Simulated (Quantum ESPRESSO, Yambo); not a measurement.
# Quasiparticle gap of BN (Qingsongite) in Yambo, part 3 of 3

How does a plane-wave GW calculation on BN (Qingsongite) run from the first input to the gap?

Quantum ESPRESSO 7.5 and Yambo 5.3.0; PBE and many-body steps on it, plane waves. Known limits of the many-body steps: not at the basis limit; coarse k mesh.

So far. Step 3 (Bands along the symmetry lines): The gap is 4.535 eV, as in the run before at this level. Step 4 (Empty states on the mesh, 6×6×6 mesh, 53 bands): On this mesh the gap is 4.535 eV.

### Step 6. Screening and self-energy, 6×6×6 mesh, 53 bands, screening to 210.9 eV

Now the one-shot GW correction: screening in the RPA, then the self-energy of the levels asked for.

This step: G0W0 on PBE, plane waves, norm-conserving pseudopotentials.

The input, gw1.in:

```
HF_and_locXC
gw0
dyson
ppa
em1d
rim_cut
RandQpts= 1000000
RandGvec= 1 RL
EXXRLvcs= 72 Ry
VXCRLvcs= 288 Ry
Chimod= "HARTREE"
% BndsRnXp
 1 | 53 |
%
NGsBlkXp= 15.5 Ry
% LongDrXp
 1 | 1 | 1 |
%
% GbndRnge
 1 | 53 |
%
DysSolver= "n"
ExtendOut
PPAPntXp= 27.21138 eV
% QPkrange
 1 | 16 | 2 | 8 |
%
```

The run is started by

```
$ OMP_NUM_THREADS=1 mpirun -n 4 yambo -F gw1.in -J gw1 -C gw1 > gw1.log
```

Log:

```text
 Yambo, version 5.3.0

 [02] CORE Variables Setup
 =========================

  [... cell, symmetries and grids as in the set-up ...]

  [02.05] Energies & Occupations
  ==============================

  [X] === General ===
  [X] Electronic Temperature                        :  0.000000  0.000000 [eV K]
  [X] Bosonic    Temperature                        :  0.000000  0.000000 [eV K]
  [X] Finite Temperature mode                       : no
  [X] El. density                                   :  0.67737E+24 [cm-3]
  [X] Fermi Level                                   :  11.15554 [eV]

  [X] === Gaps and Widths ===
  [X] Conduction Band Min                           :  4.534823 [eV]
  [X] Valence Band Max                              :  0.000000 [eV]
  [X] Filled Bands                                  :   4
  [X] Empty Bands                                   :    5   53
  [X] Direct Gap                                    :  8.878135 [eV]
  [X] Direct Gap localized at k                     :  1
  [X] Indirect Gap                                  :  4.534823 [eV]
  [X] Indirect Gap between kpts                     :   1  13
  [X] Last valence band width                       :  6.145336 [eV]
  [X] 1st conduction band width                     :  5.828507 [eV]

 [03] Transferred momenta grid and indexing
 ==========================================

 IBZ Q-points                                      :  16
 BZ  Q-points                                      :  216

 K/Q-points units:
 rlu = crystal or reduced units; cc = cartesian coordinates; iku = interal k-units

 Q [ 1]         [rlu]:  0.000000  0.000000  0.000000
 Q [ 2]         [rlu]:  0.14683E-18  0.14683E-18  0.16667
 Q [ 3]         [rlu]: -0.21279E-17 -0.21279E-17  0.33333
 Q [ 4]         [rlu]: -0.10686E-16 -0.10686E-16 -0.50000
 Q [ 5]         [rlu]: -0.16955E-16  0.16667      0.16667
 Q [ 6]         [rlu]:  0.14683E-18  0.16667      0.33333
 Q [ 7]         [rlu]:  0.53383E-16  0.16667      0.50000
 Q [ 8]         [rlu]:  0.44825E-16  0.16667     -0.33333
 Q [ 9]         [rlu]:  0.21279E-17  0.16667     -0.16667
 Q [10]         [rlu]: -0.33909E-16  0.33333      0.33333
     [... 4 further rows ...]
 Q [15]         [rlu]:  0.166667  0.333333 -0.333333
 Q [16]         [rlu]:  0.166667 -0.500000 -0.333333

 [04] Coloumb potential Random Integration (RIM)
 ===============================================

  [04.01] RIM initialization
  ==========================

  * Diagonal components only detected *

  8 x (sBL volume)        :  0.115269 [a.u.]
  sBZ random points       :  1000000
  Points outside the sBZ  :   7996195
  RL volume               :  3.112276 [a.u.]
  Integrated volume       :  3.113757 [a.u.]

  [04.02] RIM integrals
  =====================

  Gamma point sphere radius             :  0.088279 [a.u.]
  Points outside the sphere             :   799659
  [Int_sBZ(q=0) 1/q^2]*(Vol_sBZ)^(-1/3) =:  7.764404
                                 should be <:  7.795600

  Summary of Coulomb integrals for non-metallic bands |Q|[au] RIM/Bare

  Q [1] 0.100000E-4 0.995998 * Q [2] 0.265511 1.064860
  Q [5] 0.306585 1.063764 * Q [9] 0.433577 1.026684
  Q [6] 0.508414 1.019317 * Q [3] 0.531021 1.016823
  Q [10] 0.613171 1.013626 * Q [8] 0.668187 1.011243
  Q [14] 0.685546 1.010640 * Q [7] 0.750978 1.008721
  Q [4] 0.796532 1.007966 * Q [11] 0.796532 1.007972
  Q [12] 0.867154 1.006889 * Q [15] 0.906892 1.006422
  Q [13] 0.919756 1.006154 * Q [16] 0.969508 1.005566

 [05] Dipoles
 ============

  [05.01] Setup: observables and procedures
  =========================================

 [06] Dynamic Dielectric Matrix (PPA)
 ====================================

 [WR./gw1//ndb.pp]---------------------------------------------------------------
  Brillouin Zone Q/K grids (IBZ/BZ)                :   16  216   16  216
  RL vectors                                       :  1211 [WF]
  Coulomb cutoff potential                         : none
  Electronic Temperature                           :  0.000000 [K]
  Bosonic    Temperature                           :  0.000000 [K]
  PPA    diel. fun.  energies                      : Perdew, Burke & Ernzerhof(X)+Perdew, Burke & Ernzerhof(C)
  wavefunctions                                    : Perdew, Burke & Ernzerhof(X)+Perdew, Burke & Ernzerhof(C)
  Global Gauge                                     : length
  X matrix size                                    :   89
  X band range                                     :    1   53
  X e/h energy range                               : -1.000000 -1.000000 [eV]
  X Time ordering                                  : R
  X Hxc Kernel                                     : HARTREE
  X Drude frequency                                :  0.000000  0.000000
  X poles                                          :  100.0000 [o/o]
  RL vectors in the sum                            :  1211
  [r,Vnl] included                                 : yes
  Field direction                                  :  0.577350E-5  0.577350E-5  0.577350E-5
  BZ energy Double Grid                            : no
  BZ energy DbGd points                            : 0
  BZ Q point size factor                           : -1.000000
  X Optical Averaged directions                    : none

 [07] Local Exchange-Correlation + Non-Local Fock
 ================================================

 [VXC] Plane waves :   6615
 [EXS] Plane waves :   893

 QP @ state[ 1 ] K range:   1  16
 QP @ state[ 1 ] b range:   2   8

 [xc] Functional : Perdew, Burke & Ernzerhof(X)+Perdew, Burke & Ernzerhof(C)
 [xc] LIBXC used to calculate xc functional
  PP Number of Atomic Species                      :  2
  NLCC RL compoments                               :   6615
  PP Number of Atomic Species                      :  2
  NLCC RL compoments                               :   6615

 [xc] E_xc :  -3.729117 [Ha]
      E_xc :  -7.458233 [Ry]

  Local XC kind (lXC) : Perdew, Burke & Ernzerhof(X)+Perdew, Burke & Ernzerhof(C)
  Non-Local XC kind (nlXC) : Hartree-Fock

  Corrections @ K [1] :  [eV]
 <2|nlXC|2> = -21.98566 -0.31971E-17 <2|lXC|2> = -18.52042  0.47204E-16
 <3|nlXC|3> = -21.98561  0.25718E-16 <3|lXC|3> = -18.52042  0.37763E-15
 <4|nlXC|4> = -21.98565 -0.38388E-17 <4|lXC|4> = -18.52042 -0.47204E-16
 <5|nlXC|5> = -7.169050  0.46638E-17 <5|lXC|5> = -13.77758  0.18882E-15
 <6|nlXC|6> = -7.169071 -0.27619E-17 <6|lXC|6> = -13.77758  0.000000
 <7|nlXC|7> = -7.169086 -0.70816E-18 <7|lXC|7> = -13.77758 -0.18882E-15
 <8|nlXC|8> = -8.710544  0.76833E-18 <8|lXC|8> = -15.52727  0.47204E-16

  Corrections @ K [2] :  [eV]
 <2|nlXC|2> = -21.60484  0.12043E-16 <2|lXC|2> = -17.13210 -0.37763E-15
 <3|nlXC|3> = -21.77420 -0.85222E-17 <3|lXC|3> = -18.13747  0.18882E-15
 <4|nlXC|4> = -21.77412  0.75415E-17 <4|lXC|4> = -18.13747 -0.37763E-15
[...]
Corrections @ K [3] :  [eV]
[...]
Corrections @ K [4] :  [eV]
[...]
Corrections @ K [5] :  [eV]
[...]
[... 10 further k-points ...]
  Corrections @ K [16] :  [eV]
[...]
<4|nlXC|4> = -20.68876  0.34031E-17 <4|lXC|4> = -15.47060  0.18882E-15
 <5|nlXC|5> = -7.999711 -0.26142E-17 <5|lXC|5> = -13.96424  0.11801E-15
 <6|nlXC|6> = -6.813992  0.15269E-18 <6|lXC|6> = -13.58790 -0.59005E-16
 <7|nlXC|7> = -6.641988  0.16053E-17 <7|lXC|7> = -15.25128 -0.29503E-16
 <8|nlXC|8> = -6.655909 -0.46850E-19 <8|lXC|8> = -15.63395  0.91458E-16

  [07.01] Hartree-Fock occupations report
  =======================================

  [Hartree-Fock] === General ===
  [Hartree-Fock] Electronic Temperature             :  0.000000  0.000000 [eV K]
  [Hartree-Fock] Bosonic    Temperature             :  0.000000  0.000000 [eV K]
  [Hartree-Fock] Finite Temperature mode            : no
  [Hartree-Fock] El. density                        :  0.67737E+24 [cm-3]
  [Hartree-Fock] Fermi Level                        :  11.15554 [eV]

  [Hartree-Fock] === Gaps and Widths ===
  [Hartree-Fock] Conduction Band Min                :  9.694050 [eV]
  [Hartree-Fock] Valence Band Max                   : -3.465227 [eV]
  [Hartree-Fock] Filled Bands                       :   4
  [Hartree-Fock] Empty Bands                        :    5   53
  [Hartree-Fock] Direct Gap                         :  18.95189 [eV]
  [Hartree-Fock] Direct Gap localized at k          :  1
  [Hartree-Fock] Indirect Gap                       :  13.15928 [eV]
  [Hartree-Fock] Indirect Gap between kpts          :   1  13
  [Hartree-Fock] Last valence band width            :  7.898261 [eV]
  [Hartree-Fock] 1st conduction band width          :  7.848589 [eV]

 [08] Dyson equation: Newton solver
 ==================================

  [08.01] G0W0 (W PPA)
  ====================

  [  GW  ] Bands range     :    1   53
  [GW/PPA] G damping       :  0.100000 [eV]

  QP @ state[ 1 ] K range:   1  16
  QP @ state[ 1 ] b range:   2   8

   Sc/G bands                                       :    1   53
   Sc/G damping                                     :  0.100000 ev
   Sc bands terminator                              : no
   Sx RL components                                 :   893

   QP @ state[ 1 ] K range                          :   1  16
   QP @ state[ 1 ] b range                          :   2   8
   GF energies kind                                 : Perdew, Burke & Ernzerhof(X)+Perdew, Burke & Ernzerhof(C)
   GF WF`s kind                                     : Perdew, Burke & Ernzerhof(X)+Perdew, Burke & Ernzerhof(C)
   Xs energies kind                                 : Perdew, Burke & Ernzerhof(X)+Perdew, Burke & Ernzerhof(C)
   Xs WF`s kind                                     : Perdew, Burke & Ernzerhof(X)+Perdew, Burke & Ernzerhof(C)

 [11] Game Over & Game summary
```

It took 2.1 min on 4 MPI ranks of Arm Neoverse V1, shared host; peak memory 1.2 GiB.

Numbers from this step:

```yaml
g0w0_gap_on_the_mesh: 5.947 eV
starting_gap_on_the_mesh: 4.535 eV
k_of_the_valence_top: 0, 0, 0
k_of_the_conduction_bottom: 0, -0.5, -0.5
least_direct_g0w0_gap_on_the_computed_points: 10.88 eV
z_at_the_valence_top: 0.8281
z_at_the_conduction_bottom: 0.8544
```

The gap on the mesh goes from 4.53 eV to 5.95 eV, a correction of +1.41 eV.

Limits: finite bands, cutoff and mesh; coarse k mesh. v1 is the top filled band, c1 the lowest empty one. The levels before and after the correction (eV, zero at the valence-band top of each column):

|  | conduction bottom | valence top |
| --- | --- | --- |
| Kohn-Sham | 4.53 | 0.00 |
| G0W0 | 5.95 | 0.00 |

|  | level | energy (eV) |
| --- | --- | --- |
| Kohn-Sham | Γ v3-v1 | 0.000 |
| Kohn-Sham | Γ c1-c3 | 8.878 |
| Kohn-Sham | Γ c4 | 10.366 |
| Kohn-Sham | (0 -0.5 -0.5) v3 | -8.907 |
| Kohn-Sham | (0 -0.5 -0.5) v2-v1 | -4.907 |
| Kohn-Sham | (0 -0.5 -0.5) c1 | 4.535 |
| Kohn-Sham | (0 -0.5 -0.5) c2 | 9.342 |
| Kohn-Sham | (0 -0.5 -0.5) c3-c4 | 17.910 |
| G0W0 | Γ v3-v1 | 0.000 |
| G0W0 | Γ c1-c3 | 10.881 |
| G0W0 | Γ c4 | 12.061 |
| G0W0 | (0 -0.5 -0.5) v3 | -9.913 |
| G0W0 | (0 -0.5 -0.5) v2-v1 | -5.411 |
| G0W0 | (0 -0.5 -0.5) c1 | 5.947 |
| G0W0 | (0 -0.5 -0.5) c2 | 10.883 |
| G0W0 | (0 -0.5 -0.5) c3-c4 | 20.488 |

### Step 7. Where the time went

Times are wall times on the hardware named with each run, good to a factor of about two.

| step | time | share | memory (GiB) |
| --- | --- | --- | --- |
| ground state | 2.3 s | 2 % | 0.17 |
| bands along the symmetry lines | 1.4 s | 1 % | 0.05 |
| empty states on the mesh | 2 s | 2 % | 0.16 |
| conversion and set-up | 1.9 s | 1 % | 0.23 |
| screening and self-energy | 2.1 min | 94 % | 1.2 |

### Step 8. Summary of results

```json
{"PBE gap": "4.53 eV, indirect", "G0W0 gap on the mesh": "5.95 eV", "GW settings": "6×6×6 mesh, 53 bands, screening to 210.9 eV, Godby-Needs plasmon pole", "known limits": "not at the basis limit; coarse k mesh"}
```

In words: G0W0 moves the gap on the mesh from 4.53 eV to 5.95 eV (+1.41 eV), with Z of 0.83 and 0.85 at the edges. The dearest step here is «screening and self-energy». Bands and cutoff are finite, so the gap is not at the basis limit. The miss can reach some tenths of an eV and take either sign; the mesh is an error of its own. The 6×6×6 mesh is coarse for this cell, which bears on the long-range parts of exchange and screening.

[Paths, hosts, dates, memory and timing lines, banners, echoed tables and standing remarks are left out of the program output.]

[Logs are printed without paths, hosts, clocks, repeated set-up lines and the standing remarks that a program may print on its own settings, such as how far it seeks lower states.]

[Runs of the session that timed out or met a known fault of the program may be left out.]

[Hosts, paths, dates, database ids (printed as entryN), source tags and the programs' standing remarks are cut or masked in the printed files.]
